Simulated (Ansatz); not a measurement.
Relaxed bulk HfSi2, space group Cmcm (No. 63):

```
CELL_PARAMETERS angstrom
1.84132 -7.29645 0.00000
1.84132 7.29645 0.00000
0.00000 0.00000 3.65907
ATOMIC_POSITIONS crystal
Hf 0.60547 0.39453 0.25000
Hf 0.39453 0.60547 0.75000
Si 0.94576 0.05424 0.25000
Si 0.05424 0.94576 0.75000
Si 0.24970 0.75030 0.25000
Si 0.75030 0.24970 0.75000
```

Miller indices refer to the conventional cell of Cmcm (No. 63), a = 3.683 Å, b = 14.593 Å, c = 3.659 Å, α = 90.00°, β = 90.00°, γ = 90.00°.

Consider the (010) slab of 10 planes, 13.0 Å thick with 15 Å of vacuum as cut; outer planes Si (top) and Si (bottom), all atoms relaxed.

Computed with Ansatz, DFT PBE, scalar-relativistic, plane waves, PAW. Settings: cutoff 420 eV, Γ-centred mesh 10×10×1 on the computed 12-atom cell, Gaussian smearing of 0.10 eV; no spin polarisation. A dipole correction removes the field between periodic images along c.

The slab's inner planes relax by over 3 % too, so it holds no bulk-like region.

(1) Predict the surface energy (mean of both faces).

(2) Predict the work function.

(3) The top two planes lie 0.748 Å apart in the bulk. How does relaxation change this?

With no bulk-like middle, the error of these values can't be bounded. The cut goes through a narrower spacing than the widest between these planes, so another termination is probably cheaper.

Spin-orbit coupling is left out, which matters for the bands of heavy elements.

Results:

(1) 1.67 J/m².

(2) 4.23 eV.

(3) The spacing becomes 0.579 Å (-22.6 %).

Worked out: the slab's 12 atoms lie 2.815 eV above the same atoms in the bulk. Shared over two faces of 13.48 Å² this is 104.5 meV/Å², and 1 eV/Å² is 16.02 J/m², which gives 1.67 J/m².

The cut passes between the two Si planes that form the zigzag Si chains of the bulk, so each outer Si atom loses both of its chain neighbours. The surface energy of 1.67 J/m² therefore largely reflects broken covalent Si-Si bonds, along with some longer Hf-Si contacts. The outer Si atoms sink towards the Hf plane, which probably strengthens their remaining Hf-Si bonds and partly makes up for the lost neighbours.

The change of -22.6 % looks drastic, but it is measured against a very small spacing. Each outer Si sits over a hollow between four Hf atoms, and these bonds run mostly sideways, so they shorten far less than the spacing does. Because Si is more electronegative than Hf, an outer Si layer should carry a dipole that raises the work function, and the inward shift probably weakens it; the single value of 4.23 eV can't separate this contribution. With only one outer Si atom per face in the repeat cell, pairing of neighbouring Si atoms is excluded, and such a reconstruction could lower the surface energy.
